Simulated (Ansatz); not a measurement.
Reactions of C6H9FO6Si, SMILES `CC(=O)O[Si](F)(OC(C)=O)OC(C)=O`.

Program: Ansatz. Geometries: PBE0-D4/def2-TZVP. ΔE: electronic, gas phase. CCSD(T)/CBS is the MP2 limit (def2-TZVPP, def2-QZVPP) plus CCSD(T) − MP2 in def2-TZVPP, frozen cores. This one scheme is used for every species, atoms too. Functionals use def2-TZVPP. Open shells (•) are unrestricted, without spin–orbit coupling. Spin–orbit coupling would lower the free atoms: a little for C, F, O, Si. Each species was taken in one conformer, which may not be the lowest.

```json
{"reaction": "`CC(=O)O[Si](F)(OC(C)=O)OC(C)=O` → 6 C• + F• + 9 H• + 6 O• + Si•", "CCSD(T)/CBS(def2) (kJ/mol)": "?"}
{"reaction": "`CC(=O)O[Si](F)(OC(C)=O)OC(C)=O` + `C[SiH2]OC(C)=O` → `CC(=O)O[Si](OC(C)=O)(OC(C)=O)OC(C)=O` + `C[SiH2]F`", "CCSD(T)/CBS(def2) (kJ/mol)": "1"}
{"reaction": "`CC(=O)O[Si](F)(OC(C)=O)OC(C)=O` + HCl → `CC(=O)O[Si](Cl)(OC(C)=O)OC(C)=O` + H–F", "CCSD(T)/CBS(def2) (kJ/mol)": "51"}
{"reaction": "`CC(=O)O[Si](F)(OC(C)=O)OC(C)=O` + acetic acid → `CC(=O)O[Si](OC(C)=O)(OC(C)=O)OC(C)=O` + H–F", "CCSD(T)/CBS(def2) (kJ/mol)": "48"}
```

Fill in the missing values. (Best estimate.)

The calculation gave: `CC(=O)O[Si](F)(OC(C)=O)OC(C)=O` → 6 C• + F• + 9 H• + 6 O• + Si•: +10532.3 kJ/mol.

Largest T1 diagnostic: 0.015, for `CC(=O)O[Si](OC(C)=O)(OC(C)=O)OC(C)=O`.
